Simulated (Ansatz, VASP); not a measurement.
AlN in VASP and in Ansatz

```
Al N
1.0
     0.00000    2.06504    2.09555
     2.06504    0.00000    2.09555
     2.06504    2.06504    0.00000
Al N
1 1
Direct
  0.50000 0.50000 0.50000
  0.00000 0.00000 0.00000
```

Change from the starting cell: strain +0.015 along x and y, +0.030 along z, atoms carried along.

Alike in both runs: task single point; functional PBE; k mesh 10 × 10 × 10; occupations gaussian, width 0.05 eV; no spin polarisation.

|  | VASP | Ansatz |
| --- | --- | --- |
| version | VASP 6.6.1 | Ansatz 0.2.0 |
| potentials or method | VASP PAW PBE potentials, release 64 (Al, N) | scalar-relativistic, plane waves, PAW |
| plane-wave cutoff (eV) | 520 | 420 |
| valence electrons in the cell | 8 | 8 |

|  | VASP | Ansatz | Ansatz less VASP |
| --- | --- | --- | --- |
| gap on the k mesh at the Fermi level (eV) | 3.77 | 3.79 | +0.021 |
| least direct gap on the mesh (eV) | 4.52 | 4.51 | -0.007 |
| pressure (GPa) | -13.2 | -13.0 | +0.22 |
| largest component of the traceless stress (GPa) | 1.59 | 1.60 | +0.013 |

With one functional, cell and mesh, what is left measures potentials, basis and numerics.

A k mesh can miss the band edges.
